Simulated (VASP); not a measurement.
# C61N2 (a cell with a defect) in VASP: settings compared, part 2 of 2

VASP 6.6.1. The steps go on from the part before.

## (3) Hyperfine couplings, HSE06, collinear spin, ferromagnetic start

Contents of POSCAR:

```
C61N2
1.0
    7.1440000000      0.0000000000      0.0000000000
    0.0000000000      7.1440000000      0.0000000000
    0.0000000000      0.0000000000      7.1440000000
N C
2 61
Direct
    0.1372321000      0.1374644000      0.1374644000
    0.1372321000      0.8625356000      0.8625356000
    0.0054726000      0.2494099000      0.2494099000
    0.1245483000      0.3765287000      0.3765287000
    0.2491870000      0.0060482000      0.2491286000
    0.3760976000      0.1250501000      0.3765649000
    0.2491870000      0.2491288000      0.0060482000
    0.3760976000      0.3765649000      0.1250501000
    0.9997465000      0.0000000000      0.5000000000
    0.1233505000      0.1225118000      0.6276655000
    0.9975992000      0.2459111000      0.7540889000
    0.1233505000      0.3723345000      0.8774882000
    0.2491870000      0.9939518000      0.7508714000
    0.3720496000      0.1221761000      0.8778240000
    0.2497270000      0.2492378000      0.5019246000
    0.3745274000      0.3741950000      0.6258050000
    0.9997465000      0.5000000000      1.0000000000
    0.1233505000      0.6276655000      0.1225118000
    0.9975992000      0.7540889000      0.2459111000
    0.1233505000      0.8774882000      0.3723345000
    0.2497270000      0.5019246000      0.2492378000
    0.3745274000      0.6258050000      0.3741950000
    0.2491870000      0.7508712000      0.9939518000
    0.3720496000      0.8778239000      0.1221761000
    0.9997170000      0.5000000000      0.5000000000
    0.1245483000      0.6234713000      0.6234713000
    0.0054726000      0.7505901000      0.7505901000
    0.2497270000      0.4980754000      0.7507622000
    0.3760976000      0.6234351000      0.8749499000
    0.2497270000      0.7507622000      0.4980754000
    0.3760976000      0.8749499000      0.6234351000
    0.5001733000      1.0000000000      0.0000000000
    0.6254199000      0.1248861000      0.1248861000
    0.5008679000      0.2502151000      0.2502151000
    0.6257256000      0.3748477000      0.3748477000
    0.7505510000      0.9980469000      0.2483586000
    0.8768170000      0.1236797000      0.3729489000
    0.7505510000      0.2483586000      0.9980469000
    0.8768170000      0.3729489000      0.1236797000
    0.4995409000      0.0000000000      0.5000000000
    0.6235510000      0.1238294000      0.6237808000
    0.4985677000      0.2491934000      0.7508066000
    0.6235510000      0.3762192000      0.8761706000
    0.7505510000      0.0019531000      0.7516414000
    0.8627391000      0.1329152000      0.8670848000
    0.7508805000      0.2497196000      0.4992420000
    0.8756022000      0.3753445000      0.6246555000
    0.4995409000      0.5000000000      0.0000000000
    0.6235510000      0.6237808000      0.1238294000
    0.4985677000      0.7508066000      0.2491934000
    0.6235510000      0.8761706000      0.3762192000
    0.7508805000      0.4992420000      0.2497196000
    0.8756022000      0.6246555000      0.3753445000
    0.7505510000      0.7516414000      0.0019531000
    0.8627391000      0.8670848000      0.1329152000
    0.5001846000      0.5000000000      0.5000000000
    0.6257256000      0.6251523000      0.6251523000
    0.5008679000      0.7497849000      0.7497849000
    0.6254199000      0.8751139000      0.8751139000
    0.7508805000      0.5007580000      0.7502804000
    0.8768170000      0.6270511000      0.8763203000
    0.7508805000      0.7502804000      0.5007580000
    0.8768170000      0.8763203000      0.6270511000
```

Contents of INCAR.step1:

```
ALGO = Normal
EDIFF = 1E-5
ENCUT = 420
GGA = PE
ISIF = 2
ISMEAR = 0
ISPIN = 2
ISYM = 0
LASPH = True
LCHARG = False
LEFG = True
LORBIT = 11
LREAL = False
LUSENCCL = False
LWAVE = True
MAGMOM = 0 0 0 0 0 0 0 0 0 0 0 0 0 0 0 0 0 0 0 0 0 0 0 0 0 0 0 0 0 0 0 0 0 0 0 0 0 0 0 0 0 0 0 0 0.5 0 0 0 0 0 0 0 0 0 0.5 0 0 0 0 0 0 0 0
NELECT = 255
NELM = 100
NGYROMAG = 3.0777 10.7084
NUPDOWN = 1
PREC = Accurate
QUAD_EFG = 20.44 0
SIGMA = 0.01
```

Contents of INCAR.step2:

```
ALGO = Normal
EDIFF = 1E-6
ENCUT = 420
GGA = PE
HFSCREEN = 0.2
ISIF = 2
ISMEAR = 0
ISPIN = 2
ISTART = 1
ISYM = 0
LASPH = True
LCHARG = False
LEFG = True
LHFCALC = True
LHYPERFINE = True
LORBIT = 11
LREAL = False
LUSENCCL = False
LWAVE = False
MAGMOM = 0 0 0 0 0 0 0 0 0 0 0 0 0 0 0 0 0 0 0 0 0 0 0 0 0 0 0 0 0 0 0 0 0 0 0 0 0 0 0 0 0 0 0 0 0.5 0 0 0 0 0 0 0 0 0 0.5 0 0 0 0 0 0 0 0
NELECT = 255
NELM = 100
NGYROMAG = 3.0777 10.7084
NUPDOWN = 1
PREC = Accurate
PRECFOCK = Normal
QUAD_EFG = 20.44 0
SIGMA = 0.01
```

Contents of KPOINTS:

```
k-points
0
Gamma
  1 1 1
```

Potentials or basis: VASP PAW PBE potentials, release 64 (N, C).

Launch:

```bash
cat potpaw_PBE.64/N/POTCAR potpaw_PBE.64/C/POTCAR > POTCAR
cp INCAR.step1 INCAR
mpirun -np 1 vasp_std > vasp.out
cp INCAR.step2 INCAR
mpirun -np 1 vasp_std > vasp.out
```

OUTCAR:

```text
EDIFF = 1E-6
   ENCUT = 420
   GGA = PE
   HFSCREEN = 0.2
   ISIF = 2
   ISMEAR = 0
   ISPIN = 2
   ISTART = 1
   ISYM = 0
   LASPH = True
   LHFCALC = True
   LORBIT = 11
   LREAL = False
   NELECT = 255
   NELM = 100
   NUPDOWN = 1
   PREC = Accurate
   PRECFOCK = Normal

 ion  position               nearest neighbor table
   1  0.137  0.137  0.137-   5 1.47   7 1.47   3 1.47
   2  0.137  0.863  0.863-  13 1.47  23 1.47  27 1.47
   3  0.005  0.249  0.249-   1 1.47   4 1.54  37 1.56  39 1.56
   4  0.125  0.377  0.377-  25 1.53   3 1.54  15 1.56  21 1.56
   5  0.249  0.006  0.249-   1 1.47   6 1.54  20 1.56  24 1.56
   6  0.376  0.125  0.377-  40 1.53   5 1.54  15 1.55  34 1.55
   7  0.249  0.249  0.006-   1 1.47   8 1.54  12 1.56  14 1.56
   8  0.376  0.377  0.125-  48 1.53   7 1.54  21 1.55  34 1.55
[... 41 lines left out ...]
  50  0.499  0.751  0.249-  22 1.54  49 1.56  51 1.56  24 1.57
  51  0.624  0.876  0.376-  40 1.53  36 1.55  50 1.56  62 1.56
  52  0.751  0.499  0.250-  35 1.55  53 1.55  49 1.56  39 1.56
  53  0.876  0.625  0.375-  25 1.54  52 1.55  62 1.55  19 1.57
  54  0.751  0.752  0.002-  55 1.48  59 1.55  61 1.55  49 1.55
  55  0.863  0.867  0.133-  54 1.48  36 1.48  19 1.49
  56  0.500  0.500  0.500-  35 1.55  57 1.55  16 1.56  22 1.56
  57  0.626  0.625  0.625-  58 1.54  60 1.55  62 1.55  56 1.55
  58  0.501  0.750  0.750-  57 1.54  59 1.55  29 1.55  31 1.55
  59  0.625  0.875  0.875-  32 1.55  58 1.55  54 1.55  44 1.55
  60  0.751  0.501  0.750-  57 1.55  47 1.55  43 1.56  61 1.56
  61  0.877  0.627  0.876-  17 1.54  54 1.55  27 1.56  60 1.56
  62  0.751  0.750  0.501-  57 1.55  53 1.55  51 1.56  63 1.56
  63  0.877  0.876  0.627-   9 1.54  44 1.55  27 1.56  62 1.56

IMPORTANT INFORMATION: All symmetrisations will be switched off!
NOSYMM: (Re-)initialisation of all symmetry stuff for point group C_1.

----------------------------------------------------------------------------------------

                                     Primitive cell

  volume of cell :     364.6064

  direct lattice vectors                    reciprocal lattice vectors
     7.144000000  0.000000000  0.000000000     0.139977604  0.000000000  0.000000000
     0.000000000  7.144000000  0.000000000     0.000000000  0.139977604  0.000000000
     0.000000000  0.000000000  7.144000000     0.000000000  0.000000000  0.139977604

  length of vectors
     7.144000000  7.144000000  7.144000000     0.139977604  0.139977604  0.139977604

  position of ions in fractional coordinates (direct lattice)
     0.137232100  0.137464400  0.137464400
     0.137232100  0.862535600  0.862535600
[... 614 lines left out ...]
 -----------------------------------------------------------------------------------
    total drift:                               -0.000173     -0.000001      0.000000

  FREE ENERGIE OF THE ION-ELECTRON SYSTEM (eV)
  ---------------------------------------------------
  free  energy   TOTEN  =      -643.5950034065 eV

  energy  without entropy=     -643.5950034065  energy(sigma->0) =     -643.59500341

 Electric field gradients (V/A^2)
---------------------------------------------------------------------
 ion       V_xx      V_yy      V_zz      V_xy      V_xz      V_yz
---------------------------------------------------------------------
   1      -1.534     0.767     0.767   -74.616   -74.616   -74.777
   2      -1.534     0.767     0.767    74.616    74.616   -74.777
   3       1.504    -0.752    -0.752    -8.693    -8.693     8.848
   4      -1.500     0.750     0.750    -1.205    -1.205    -4.092
   5      -0.915     1.470    -0.555    -9.335     7.610    -7.883
   6       0.421    -1.081     0.660    -1.205    -2.520    -0.771
[... 55 lines left out ...]
  62       0.233     0.073    -0.306     0.741     0.891     0.195
  63      -0.224     0.154     0.070     0.596     3.560    -1.027
---------------------------------------------------------------------

 Electric field gradients after diagonalization (V/A^2)
 (convention: |V_zz| > |V_xx| > |V_yy|)
----------------------------------------------------------------------
 ion       V_xx      V_yy      V_zz     asymmetry (V_yy - V_xx)/ V_zz
----------------------------------------------------------------------
   1      75.544    73.800  -149.345       0.012
   2      75.544    73.800  -149.344       0.012
   3      -9.600    -7.928    17.528       0.095
   4      -4.358    -0.484     4.842       0.800
   5      -9.241    -7.413    16.654       0.110
   6      -3.010    -0.073     3.083       0.953
[... 55 lines left out ...]
  62      -1.061    -0.253     1.314       0.614
  63       3.520     0.438    -3.958       0.779
----------------------------------------------------------------------

           NMR quadrupolar parameters

 Cq : quadrupolar parameter    Cq=e*Q*V_zz/h
 eta: asymmetry parameters     (V_yy - V_xx)/ V_zz
 Q  : nuclear electric quadrupole moment in mb (millibarn)
----------------------------------------------------------------------
 ion       Cq(MHz)       eta       Q (mb)
----------------------------------------------------------------------
   1      -7.381       0.012      20.440
   2      -7.381       0.012      20.440
   3       0.000       0.095       0.000
   4       0.000       0.800       0.000
   5       0.000       0.110       0.000
   6       0.000       0.953       0.000
[... 55 lines left out ...]
  62       0.000       0.614       0.000
  63      -0.000       0.779       0.000
----------------------------------------------------------------------

 Fermi contact (isotropic) hyperfine coupling parameter (MHz)
 -------------------------------------------------------------
  ion      A_pw      A_1PS     A_1AE     A_1c      A_tot
 -------------------------------------------------------------
   1       0.028     0.025    -4.892    -0.347    -4.889
   2       0.028     0.025    -4.892    -0.347    -4.889
   3      -0.079    -0.080    -0.932     0.115    -0.932
   4      -0.048    -0.049    -0.681     0.064    -0.681
   5      -0.015    -0.016    -1.125    -0.030    -1.125
   6       0.365     0.366     1.050    -0.709     1.049
[... 55 lines left out ...]
  62      -0.186    -0.189    -4.495     0.142    -4.491
  63       0.486     0.491     6.193    -0.677     6.188
 -------------------------------------------------------------

 Dipolar hyperfine coupling parameters (MHz)
 ---------------------------------------------------------------------
  ion      A_xx      A_yy      A_zz      A_xy      A_xz      A_yz
 ---------------------------------------------------------------------
   1      -0.284     0.142     0.142     0.188     0.188    -0.324
   2      -0.284     0.142     0.142    -0.188    -0.188    -0.324
   3      -0.547     0.274     0.274     0.232     0.232     0.601
   4      -0.176     0.088     0.088     0.032     0.032     0.035
   5       0.708    -0.650    -0.058     0.054     0.625     0.006
   6       0.072     0.045    -0.117    -0.501     0.442    -0.548
[... 55 lines left out ...]
  62      -0.460    -0.170     0.629     0.135    -0.196    -0.025
  63      -1.590     0.318     1.272    -0.564    -0.347     1.573
 ---------------------------------------------------------------------

 Total hyperfine coupling parameters after diagonalization (MHz)
 (convention: |A_zz| > |A_xx| > |A_yy|)
 ----------------------------------------------------------------------
  ion      A_xx      A_yy      A_zz     asymmetry (A_yy - A_xx)/ A_zz
 ----------------------------------------------------------------------
   1      -4.851    -4.424    -5.393      -0.079
   2      -4.851    -4.424    -5.393      -0.079
   3      -1.259     0.016    -1.551      -0.822
   4      -0.627    -0.551    -0.864      -0.088
   5      -1.531    -0.065    -1.778      -0.824
   6       0.639     0.458     2.048      -0.089
[... 55 lines left out ...]
  62      -4.618    -3.825    -5.030      -0.158
  63       5.405     4.440     8.719      -0.111
 ---------------------------------------------------------------------

 total charge

# of ion       s       p       d       tot
------------------------------------------
    1        1.215   2.691   0.000   3.906
    2        1.215   2.691   0.000   3.906
    3        0.825   1.714   0.000   2.539
    4        0.834   1.758   0.000   2.592
    5        0.825   1.717   0.000   2.542
    6        0.835   1.763   0.000   2.599
[... 55 lines left out ...]
   62        0.829   1.743   0.000   2.572
   63        0.829   1.744   0.000   2.573
--------------------------------------------------
tot         53.127 112.077   0.000 165.204

 magnetization (x)

# of ion       s       p       d       tot
------------------------------------------
    1       -0.001   0.003   0.000   0.001
    2       -0.001   0.003   0.000   0.001
    3       -0.000  -0.001   0.000  -0.001
    4       -0.000  -0.000   0.000  -0.000
    5       -0.000  -0.000   0.000  -0.000
    6        0.000   0.003   0.000   0.003
[... 55 lines left out ...]
   62       -0.001  -0.001   0.000  -0.002
   63        0.001   0.004   0.000   0.004
--------------------------------------------------
tot          0.070   0.581   0.000   0.651
```

It took 8.7 min on 1 × NVIDIA H100 80GB with 1 thread of AMD EPYC 7R13 (Zen 3), shared host; peak memory 1.4 GiB.

What came out:

```yaml
Free_energy: -643.5950 eV
Largest_force: 0.236 eV/Å
Net_moment: 1.00 μB per cell
Site_moments: N +0.00; C -0.00, +0.00, -0.01, +0.01, +0.02, +0.27 μB
Valence_electrons_inside_the_program's_atomic_spheres: N 3.91; C 2.54, 2.59, 2.60, 2.58, 2.57, 2.61, 2.62
```

Forces on the atoms (eV/Å):
```
N    0.153  0.128  0.128
N    0.153 -0.128 -0.128
C    0.051 -0.011 -0.011
C    0.004 -0.021 -0.021
C   -0.016  0.060 -0.003
C   -0.018 -0.006 -0.025
C   -0.016 -0.003  0.060
C   -0.018 -0.025 -0.006
C    0.006  0.000  0.000
C    0.000 -0.016  0.012
C    0.020  0.100 -0.100
C    0.000 -0.012  0.016
C   -0.016 -0.060  0.003
C    0.014  0.000  0.000
C    0.006  0.014 -0.012
C    0.008  0.001 -0.001
C    0.006  0.000  0.000
C    0.000  0.012 -0.016
C    0.020 -0.100  0.100
C    0.000  0.016 -0.012
C    0.006 -0.012  0.014
C    0.008 -0.001  0.001
C   -0.016  0.003 -0.060
C    0.014  0.000  0.000
C   -0.021  0.000  0.000
C    0.004  0.021  0.021
C    0.051  0.011  0.011
C    0.006  0.012 -0.014
C   -0.018  0.025  0.006
C    0.006 -0.014  0.012
C   -0.018  0.006  0.025
C   -0.022  0.000  0.000
C    0.040 -0.011 -0.011
C   -0.019  0.013  0.013
C    0.008 -0.001 -0.001
C   -0.106  0.009  0.092
C    0.001  0.003 -0.013
C   -0.106  0.092  0.009
C    0.001 -0.013  0.003
C    0.001  0.000  0.000
C    0.024 -0.033  0.015
C   -0.002  0.008 -0.008
C    0.024 -0.015  0.033
C   -0.106 -0.009 -0.092
C   -0.024 -0.055  0.055
C   -0.021  0.009 -0.001
C    0.028 -0.024  0.024
C    0.001  0.000  0.000
C    0.024  0.015 -0.033
C   -0.002 -0.008  0.008
C    0.024  0.033 -0.015
C   -0.021 -0.001  0.009
C    0.028  0.024 -0.024
C   -0.106 -0.092 -0.009
C   -0.024  0.055 -0.055
C   -0.010  0.000  0.000
C    0.008  0.001  0.001
C   -0.019 -0.013 -0.013
C    0.040  0.011  0.011
C   -0.021  0.001 -0.009
C    0.001  0.013 -0.003
C   -0.021 -0.009  0.001
C    0.001 -0.003  0.013
```

Electric field gradients, principal values (V/Å²):
| atom | Vxx | Vyy | Vzz |
| --- | --- | --- | --- |
| 1 N | 73.800 | 75.544 | -149.345 |
| 2 N | 73.800 | 75.544 | -149.344 |
| 3 C | -7.928 | -9.600 | 17.528 |
| 4 C | -0.484 | -4.358 | 4.842 |
| 5 C | -7.413 | -9.241 | 16.654 |
| 6 C | -0.073 | -3.010 | 3.083 |
| 7 C | -7.413 | -9.241 | 16.654 |
| 8 C | -0.073 | -3.010 | 3.083 |
| 9 C | -0.363 | -0.713 | 1.076 |
| 10 C | -0.045 | -4.241 | 4.285 |
| 11 C | 4.592 | 8.644 | -13.236 |
| 12 C | -0.045 | -4.241 | 4.285 |
| 13 C | -7.413 | -9.241 | 16.654 |
| 14 C | 1.958 | 2.267 | -4.225 |
| 15 C | 0.025 | 1.329 | -1.353 |
| 16 C | -0.770 | -1.144 | 1.914 |
| 17 C | -0.363 | -0.713 | 1.076 |
| 18 C | -0.045 | -4.241 | 4.285 |
| 19 C | 4.592 | 8.644 | -13.236 |
| 20 C | -0.045 | -4.241 | 4.285 |
| 21 C | 0.025 | 1.329 | -1.353 |
| 22 C | -0.770 | -1.144 | 1.914 |
| 23 C | -7.413 | -9.241 | 16.654 |
| 24 C | 1.958 | 2.267 | -4.225 |
| 25 C | 0.679 | 0.958 | -1.637 |
| 26 C | -0.484 | -4.358 | 4.842 |
| 27 C | -7.928 | -9.600 | 17.528 |
| 28 C | 0.025 | 1.329 | -1.353 |
| 29 C | -0.073 | -3.010 | 3.083 |
| 30 C | 0.025 | 1.329 | -1.353 |
| 31 C | -0.073 | -3.010 | 3.083 |
| 32 C | 0.604 | 0.905 | -1.508 |
| 33 C | -1.138 | -2.544 | 3.683 |
| 34 C | 0.395 | 1.868 | -2.263 |
| 35 C | -0.688 | -0.907 | 1.595 |
| 36 C | 5.185 | 8.683 | -13.868 |
| 37 C | 0.438 | 3.520 | -3.958 |
| 38 C | 5.185 | 8.683 | -13.868 |
| 39 C | 0.438 | 3.520 | -3.958 |
| 40 C | -0.643 | -1.712 | 2.355 |
| 41 C | 0.834 | 4.621 | -5.454 |
| 42 C | -2.028 | -2.077 | 4.105 |
| 43 C | 0.834 | 4.621 | -5.454 |
| 44 C | 5.185 | 8.683 | -13.868 |
| 45 C | 13.433 | 16.685 | -30.118 |
| 46 C | -0.253 | -1.061 | 1.314 |
| 47 C | 1.813 | 2.751 | -4.564 |
| 48 C | -0.643 | -1.712 | 2.355 |
| 49 C | 0.834 | 4.621 | -5.454 |
| 50 C | -2.028 | -2.077 | 4.105 |
| 51 C | 0.834 | 4.621 | -5.454 |
| 52 C | -0.253 | -1.061 | 1.314 |
| 53 C | 1.813 | 2.751 | -4.564 |
| 54 C | 5.185 | 8.683 | -13.868 |
| 55 C | 13.433 | 16.685 | -30.118 |
| 56 C | -0.047 | -1.154 | 1.201 |
| 57 C | -0.688 | -0.907 | 1.595 |
| 58 C | 0.395 | 1.868 | -2.263 |
| 59 C | -1.138 | -2.544 | 3.683 |
| 60 C | -0.253 | -1.061 | 1.314 |
| 61 C | 0.438 | 3.520 | -3.958 |
| 62 C | -0.253 | -1.061 | 1.314 |
| 63 C | 0.438 | 3.520 | -3.958 |

Hyperfine coupling, principal values (MHz):
| atom | values |
| --- | --- |
| 1 N | -4.9, -4.4, -5.4 |
| 2 N | -4.9, -4.4, -5.4 |
| 3 C | -1.3, 0.0, -1.6 |
| 4 C | -0.6, -0.6, -0.9 |
| 5 C | -1.5, -0.1, -1.8 |
| 6 C | 0.6, 0.5, 2.0 |
| 7 C | -1.5, -0.1, -1.8 |
| 8 C | 0.6, 0.5, 2.0 |
| 9 C | -3.4, -1.7, -3.5 |
| 10 C | -0.7, 0.2, 2.0 |
| 11 C | -16.6, -10.4, -16.6 |
| 12 C | -0.7, 0.2, 2.0 |
| 13 C | -1.5, -0.1, -1.8 |
| 14 C | 3.5, 2.3, 3.6 |
| 15 C | 0.2, -0.2, 0.3 |
| 16 C | 2.7, 2.3, 2.8 |
| 17 C | -3.4, -1.7, -3.5 |
| 18 C | -0.7, 0.2, 2.0 |
| 19 C | -16.6, -10.4, -16.6 |
| 20 C | -0.7, 0.2, 2.0 |
| 21 C | 0.2, -0.2, 0.3 |
| 22 C | 2.7, 2.3, 2.8 |
| 23 C | -1.5, -0.1, -1.8 |
| 24 C | 3.5, 2.3, 3.6 |
| 25 C | -1.5, -0.8, 5.7 |
| 26 C | -0.6, -0.6, -0.9 |
| 27 C | -1.3, 0.0, -1.6 |
| 28 C | 0.2, -0.2, 0.3 |
| 29 C | 0.6, 0.5, 2.0 |
| 30 C | 0.2, -0.2, 0.3 |
| 31 C | 0.6, 0.5, 2.0 |
| 32 C | -3.7, -2.2, -3.9 |
| 33 C | 2.9, 0.3, 6.1 |
| 34 C | -3.0, -2.7, -3.2 |
| 35 C | -2.9, -2.4, -3.1 |
| 36 C | -19.5, -16.8, -19.8 |
| 37 C | 5.4, 4.4, 8.7 |
| 38 C | -19.5, -16.8, -19.8 |
| 39 C | 5.4, 4.4, 8.7 |
| 40 C | -3.8, -0.3, -4.2 |
| 41 C | 25.4, 25.0, 33.2 |
| 42 C | -1.3, -0.3, -1.4 |
| 43 C | 25.4, 25.0, 33.2 |
| 44 C | -19.5, -16.8, -19.8 |
| 45 C | 192.1, 191.4, 320.6 |
| 46 C | -4.6, -3.8, -5.0 |
| 47 C | 21.8, 21.0, 33.6 |
| 48 C | -3.8, -0.3, -4.2 |
| 49 C | 25.4, 25.0, 33.2 |
| 50 C | -1.3, -0.3, -1.4 |
| 51 C | 25.4, 25.0, 33.2 |
| 52 C | -4.6, -3.8, -5.0 |
| 53 C | 21.8, 21.0, 33.6 |
| 54 C | -19.5, -16.8, -19.8 |
| 55 C | 192.1, 191.4, 320.6 |
| 56 C | -0.3, -0.2, 0.3 |
| 57 C | -2.9, -2.4, -3.1 |
| 58 C | -3.0, -2.7, -3.2 |
| 59 C | 2.9, 0.3, 6.1 |
| 60 C | -4.6, -3.8, -5.0 |
| 61 C | 5.4, 4.4, 8.7 |
| 62 C | -4.6, -3.8, -5.0 |
| 63 C | 5.4, 4.4, 8.7 |

Caveat: the cell carries a net charge on a neutralising background, which shifts energy and pressure; the PAW data sets were made with another functional, which shifts forces and pressure a little; the total moment is fixed, so each spin has its own Fermi level.
